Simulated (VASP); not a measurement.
# CuO (C2/c) in VASP: single point with PBE+U

Aim: the single point of CuO with PBE+U.

Everything below comes from runs of VASP 6.6.1. Logs are shortened: lines on timing, memory, paths and dates and some standing lists are left out, and cuts for length are marked.

## (1) Starting point

The structure is monoclinic, space group C2/c (No. 15). The conventional cell has a = 4.684 Å, b = 3.423 Å, c = 5.129 Å, α = 90.00°, β = 99.54°, γ = 90.00°. Cu (site symmetry -1) has 4 O at 1.95 to 1.96 Å as nearest neighbours. O (site symmetry 2) is surrounded by 4 Cu at 1.95 to 1.96 Å.

## (2) Single point, PBE+U

The input, INCAR:

```
PREC = Accurate ; ENCUT = 520
EDIFF = 1E-6 ; ISMEAR = 0
SIGMA = 0.02 ; LREAL = False
LASPH = True ; NELM = 150
ALGO = Fast ; ISIF = 2
LWAVE = False ; LCHARG = False
LMAXMIX = 4 ; LDAU = True
LDAUTYPE = 2 ; LDAUL = 2 -1
LDAUU = 6 0 ; LDAUJ = 0 0
LDAUPRINT = 1 ; GGA = PE
NBANDS = 25
```

The input, KPOINTS:

```
regular mesh
0
Gamma
  8 8 5
```

The input, POSCAR:

```
CuO
1.0
    2.3420000000     -1.7115000000      0.0000000000
    2.3420000000      1.7115000000      0.0000000000
   -0.8500605740      0.0000000000      5.0580666287
Cu O
2 2
Direct
    0.0000000000      0.5000000000      0.0000000000
    0.5000000000      0.0000000000      0.5000000000
    0.5816000000      0.4184000000      0.2500000000
    0.4184000000      0.5816000000      0.7500000000
```

Potentials or basis: VASP PAW PBE potentials, release 64 (Cu, O).

Started as:

```
cat potpaw_PBE.64/Cu/POTCAR potpaw_PBE.64/O/POTCAR > POTCAR
mpirun -np 1 vasp_std > vasp.out
```

OUTCAR:

```text
PREC = Accurate
   ENCUT = 520
   EDIFF = 1E-6
   ISMEAR = 0
   LREAL = False
   LASPH = True
   NELM = 150
   ISIF = 2
   GGA = PE

 ion  position               nearest neighbor table
   1  0.000  0.500  0.000-   3 1.95   4 1.95   4 1.96   3 1.96
   2  0.500  0.000  0.500-   4 1.95   3 1.95   4 1.96   3 1.96
   3  0.582  0.418  0.250-   2 1.95   1 1.95   2 1.96   1 1.96
   4  0.418  0.582  0.750-   1 1.95   2 1.95   2 1.96   1 1.96

  LATTYP: Found a base centered monoclinic cell.
 ALAT       =     4.6840000000
 B/A-ratio  =     0.7307856533
 C/A-ratio  =     1.0950042699
 COS(beta)  =    -0.1657361228

  Lattice vectors:

 A1 = (   2.3420000000,  -1.7115000000,   0.0000000000)
 A2 = (   2.3420000000,   1.7115000000,   0.0000000000)
 A3 = (  -0.8500605740,   0.0000000000,   5.0580666287)

Analysis of symmetry for initial positions (statically):
=====================================================================
 Subroutine PRICEL returns:
 Original cell was already a primitive cell.

 Routine SETGRP: Setting up the symmetry group for a
 base centered monoclinic supercell.

 Subroutine GETGRP returns: Found  4 space group operations
 (whereof  2 operations were pure point group operations)
 out of a pool of  4 trial point group operations.

The static configuration has the point symmetry S_2 .
 The point group associated with its full space group is C_2h.

Analysis of symmetry for dynamics (positions and initial velocities):
=====================================================================
 Subroutine PRICEL returns:
 Original cell was already a primitive cell.

 Routine SETGRP: Setting up the symmetry group for a
 base centered monoclinic supercell.

 Subroutine GETGRP returns: Found  4 space group operations
 (whereof  2 operations were pure point group operations)
 out of a pool of  4 trial point group operations.

The dynamic configuration has the point symmetry S_2 .
 The point group associated with its full space group is C_2h.

 Subroutine INISYM returns: Found  4 space group operations
 (whereof  2 operations are pure point group operations),
 and found     1 'primitive' translations

----------------------------------------------------------------------------------------

                                     Primitive cell

  volume of cell :      40.5488

  direct lattice vectors                    reciprocal lattice vectors
     2.342000000 -1.711500000  0.000000000     0.213492741 -0.292141396  0.035879670
     2.342000000  1.711500000  0.000000000     0.213492741  0.292141396  0.035879670
    -0.850060574  0.000000000  5.058066629     0.000000000  0.000000000  0.197703999

  length of vectors
     2.900723401  2.900723401  5.129000000     0.363611189  0.363611189  0.197703999

  position of ions in fractional coordinates (direct lattice)
     1.000000000  0.500000000  0.000000000
     0.500000000  1.000000000  0.500000000
     0.581600000  0.418400000  0.250000000
     0.418400000  0.581600000  0.750000000

  ion indices of the primitive-cell ions
   primitive index   ion index
                 1           1
                 2           2
                 3           3
                 4           4

[... 100 lines left out ...]
   GGA     = PE    functional components
   LHFCALC =     F    Hartree Fock is set to
   AEXX    =    0.0000 exact exchange contribution
   IVDW    =     0    specifies the selected vdW correction
   LEPSILON=     F    determine dielectric tensor
   LRPA    =     F    only Hartree local field effects (RPA)
 non-spin polarized calculation
 RMM-DIIS sequential band-by-band and
 Gauss-broadening in eV      SIGMA  =   0.02
  energy-cutoff  :      520.00
  volume of cell :       40.55
 maximum number of plane-waves:      1129
 NGX is ok and might be reduce to    24
   NGX = 11   NGY = 11   NGZ = 19

atom =   1  type =  1  l = 2

 onsite density matrix

spin component  1

  0.9591 -0.0098  0.0093  0.0067 -0.0026
 -0.0098  0.9102  0.0009  0.0785 -0.0248
  0.0093  0.0009  0.9725 -0.0020 -0.0006
  0.0067  0.0785 -0.0020  0.8652  0.0315
 -0.0026 -0.0248 -0.0006  0.0315  0.9590

spin component  2

  0.9591 -0.0098  0.0093  0.0067 -0.0026
 -0.0098  0.9102  0.0009  0.0785 -0.0248
  0.0093  0.0009  0.9725 -0.0020 -0.0006
  0.0067  0.0785 -0.0020  0.8652  0.0315
 -0.0026 -0.0248 -0.0006  0.0315  0.9590

 occupancies and eigenvectors

  o =  0.7953  v =  0.0713  0.5851 -0.0147 -0.7718  0.2381  0.0000  0.0000  0.0000  0.0000  0.0000      0.0000  0.0000  0.0000  0.0000  0.0000  0.0000  0.0000  0.0000  0.0000  0.0000
  o =  0.7953  v =  0.0000  0.0000  0.0000  0.0000  0.0000  0.0713  0.5851 -0.0147 -0.7718  0.2381      0.0000  0.0000  0.0000  0.0000  0.0000  0.0000  0.0000  0.0000  0.0000  0.0000
  o =  0.9544  v =  0.8718  0.1263 -0.4391  0.1699 -0.0477  0.0000  0.0000  0.0000  0.0000  0.0000      0.0000  0.0000  0.0000  0.0000  0.0000  0.0000  0.0000  0.0000  0.0000  0.0000
  o =  0.9544  v =  0.0000  0.0000  0.0000  0.0000  0.0000  0.8718  0.1263 -0.4391  0.1699 -0.0477      0.0000  0.0000  0.0000  0.0000  0.0000  0.0000  0.0000  0.0000  0.0000  0.0000
  o =  0.9679  v = -0.0141 -0.3376 -0.2311 -0.4902 -0.7695  0.0000  0.0000  0.0000  0.0000  0.0000      0.0000  0.0000  0.0000  0.0000  0.0000  0.0000  0.0000  0.0000  0.0000  0.0000
  o =  0.9679  v =  0.0000  0.0000  0.0000  0.0000  0.0000 -0.0141 -0.3376 -0.2311 -0.4902 -0.7695      0.0000  0.0000  0.0000  0.0000  0.0000  0.0000  0.0000  0.0000  0.0000  0.0000
  o =  0.9702  v =  0.0000  0.0000  0.0000  0.0000  0.0000 -0.0841  0.6969  0.2267  0.3354 -0.5860      0.0000  0.0000  0.0000  0.0000  0.0000  0.0000  0.0000  0.0000  0.0000  0.0000
  o =  0.9702  v = -0.0841  0.6969  0.2267  0.3354 -0.5860  0.0000  0.0000  0.0000  0.0000  0.0000      0.0000  0.0000  0.0000  0.0000  0.0000  0.0000  0.0000  0.0000  0.0000  0.0000
  o =  0.9780  v =  0.0000  0.0000  0.0000  0.0000  0.0000 -0.4770  0.2053 -0.8379  0.1504  0.0745      0.0000  0.0000  0.0000  0.0000  0.0000  0.0000  0.0000  0.0000  0.0000  0.0000
  o =  0.9780  v = -0.4770  0.2053 -0.8379  0.1504  0.0745  0.0000  0.0000  0.0000  0.0000  0.0000      0.0000  0.0000  0.0000  0.0000  0.0000  0.0000  0.0000  0.0000  0.0000  0.0000

atom =   2  type =  1  l = 2

 onsite density matrix

spin component  1

  0.9591 -0.0098 -0.0093 -0.0067  0.0026
 -0.0098  0.9102 -0.0009 -0.0785  0.0248
 -0.0093 -0.0009  0.9725 -0.0020 -0.0006
 -0.0067 -0.0785 -0.0020  0.8652  0.0315
  0.0026  0.0248 -0.0006  0.0315  0.9590

spin component  2

  0.9591 -0.0098 -0.0093 -0.0067  0.0026
 -0.0098  0.9102 -0.0009 -0.0785  0.0248
 -0.0093 -0.0009  0.9725 -0.0020 -0.0006
 -0.0067 -0.0785 -0.0020  0.8652  0.0315
  0.0026  0.0248 -0.0006  0.0315  0.9590

 occupancies and eigenvectors

  o =  0.7953  v = -0.0713 -0.5851 -0.0147 -0.7718  0.2381  0.0000  0.0000  0.0000  0.0000  0.0000      0.0000  0.0000  0.0000  0.0000  0.0000  0.0000  0.0000  0.0000  0.0000  0.0000
  o =  0.7953  v =  0.0000  0.0000  0.0000  0.0000  0.0000 -0.0713 -0.5851 -0.0147 -0.7718  0.2381      0.0000  0.0000  0.0000  0.0000  0.0000  0.0000  0.0000  0.0000  0.0000  0.0000
  o =  0.9544  v =  0.8718  0.1263  0.4391 -0.1699  0.0477  0.0000  0.0000  0.0000  0.0000  0.0000      0.0000  0.0000  0.0000  0.0000  0.0000  0.0000  0.0000  0.0000  0.0000  0.0000
  o =  0.9544  v =  0.0000  0.0000  0.0000  0.0000  0.0000  0.8718  0.1263  0.4391 -0.1699  0.0477      0.0000  0.0000  0.0000  0.0000  0.0000  0.0000  0.0000  0.0000  0.0000  0.0000
  o =  0.9679  v =  0.0141  0.3376 -0.2311 -0.4902 -0.7695  0.0000  0.0000  0.0000  0.0000  0.0000      0.0000  0.0000  0.0000  0.0000  0.0000  0.0000  0.0000  0.0000  0.0000  0.0000
  o =  0.9679  v =  0.0000  0.0000  0.0000  0.0000  0.0000  0.0141  0.3376 -0.2311 -0.4902 -0.7695      0.0000  0.0000  0.0000  0.0000  0.0000  0.0000  0.0000  0.0000  0.0000  0.0000
  o =  0.9702  v =  0.0000  0.0000  0.0000  0.0000  0.0000  0.0841 -0.6969  0.2267  0.3354 -0.5860      0.0000  0.0000  0.0000  0.0000  0.0000  0.0000  0.0000  0.0000  0.0000  0.0000
  o =  0.9702  v =  0.0841 -0.6969  0.2267  0.3354 -0.5860  0.0000  0.0000  0.0000  0.0000  0.0000      0.0000  0.0000  0.0000  0.0000  0.0000  0.0000  0.0000  0.0000  0.0000  0.0000
  o =  0.9780  v =  0.0000  0.0000  0.0000  0.0000  0.0000 -0.4770  0.2053  0.8379 -0.1504 -0.0745      0.0000  0.0000  0.0000  0.0000  0.0000  0.0000  0.0000  0.0000  0.0000  0.0000
  o =  0.9780  v = -0.4770  0.2053  0.8379 -0.1504 -0.0745  0.0000  0.0000  0.0000  0.0000  0.0000      0.0000  0.0000  0.0000  0.0000  0.0000  0.0000  0.0000  0.0000  0.0000  0.0000

 number of electron      34.0000001 magnetization

 Free energy of the ion-electron system (eV)
  ---------------------------------------------------
  ext. energy  EPLUGINS =         0.00000000
  ---------------------------------------------------
  free energy    TOTEN  =       -15.65117270 eV

  energy without entropy =      -15.65090116  energy(sigma->0) =      -15.65103693

 E-fermi :   5.1238     XC(G=0): -11.8288

 val. band max:        5.1170782398   @ k =   0.3750  -0.0000   0.0000
 cond. band min:       5.1423784010   @ k =  -0.3750   0.3750   0.4000
 fundamental gap:      0.0253001612
 Fermi energy:         5.1238204965

 k-point     1 :       0.0000    0.0000    0.0000
  band No.  band energies     occupation
      1     -14.4093      2.00000
      2     -13.0772      2.00000
      3      -2.9127      2.00000
      4      -0.5854      2.00000
      5      -0.3214      2.00000
      6       0.6759      2.00000
[... 661 lines left out ...]
     24      20.1980      0.00000
     25      20.8455      0.00000

 [... further k-points ...]

------------------------ aborting loop because EDIFF is reached ----------------------------------------

  FORCE on cell =-STRESS in cart. coord.  units (eV):
  Direction    XX          YY          ZZ          XY          YZ          ZX
  --------------------------------------------------------------------------------------
  -------------------------------------------------------------------------------------
  Total        0.5026233      0.7307494      0.1247588      0.0000000      0.0000000     -0.1133254
  in kB       19.8598010     28.8735850      4.9295080      0.0000000      0.0000000     -4.4777449
  external PRESSURE =      17.8876313 kB  Pullay stress =       0.0000000 kB

 VOLUME and BASIS-vectors are now :
 -----------------------------------------------------------------------------
  energy-cutoff  :      520.00
  volume of cell :       40.55
      direct lattice vectors                 reciprocal lattice vectors
     2.342000000 -1.711500000  0.000000000     0.213492741 -0.292141396  0.035879670
     2.342000000  1.711500000  0.000000000     0.213492741  0.292141396  0.035879670
    -0.850060574  0.000000000  5.058066629     0.000000000  0.000000000  0.197703999

 POSITION                                       TOTAL-FORCE (eV/Angst)
 -----------------------------------------------------------------------------------
      1.17100      0.85575      0.00000         0.000000      0.000000      0.000000
      0.74597     -0.85575      2.52903         0.000000      0.000000      0.000000
      2.12948     -0.27932      1.26452        -0.000000      0.174303      0.000000
      1.70445      0.27932      3.79355        -0.000000     -0.174303      0.000000
 -----------------------------------------------------------------------------------
    total drift:                                0.000000      0.000000     -0.000000

  FREE ENERGIE OF THE ION-ELECTRON SYSTEM (eV)
  ---------------------------------------------------
  free  energy   TOTEN  =       -15.6511726962 eV

  energy  without entropy=      -15.6509011642  energy(sigma->0) =      -15.65103693
```

It took 64 s on 1 thread of AMD EPYC 9R45 (Zen 5), shared host; peak memory 0.18 GiB.

What came out:

| Item | Value |
| --- | --- |
| Free energy | -15.6512 eV |
| Pressure | 1.8 GPa |
| Largest force | 0.174 eV/Å |
| Band gap on the k mesh | none (metal or under the smearing width) |

Forces in eV/Å, atoms in the order of the input:
```
Cu   0.000  0.000  0.000
Cu   0.000  0.000  0.000
O    0.000  0.174  0.000
O    0.000 -0.174  0.000
```

Stress tensor (GPa, compression positive):
```
 1.99  0.00 -0.45
 0.00  2.89  0.00
-0.45  0.00  0.49
```

Eigenvalues of the final occupation matrices:
| site | spin | trace | eigenvalues |
| --- | --- | --- | --- |
| site 1 d | 1 | 4.67 | 0.80 0.95 0.97 0.97 0.98 |
| site 1 d | 2 | 4.67 | 0.80 0.95 0.97 0.97 0.98 |
| site 2 d | 1 | 4.67 | 0.80 0.95 0.97 0.97 0.98 |
| site 2 d | 2 | 4.67 | 0.80 0.95 0.97 0.97 0.98 |

Caveat: the run has no spin polarisation, though such a crystal can be magnetic; U without spin polarisation on a metal has little footing.
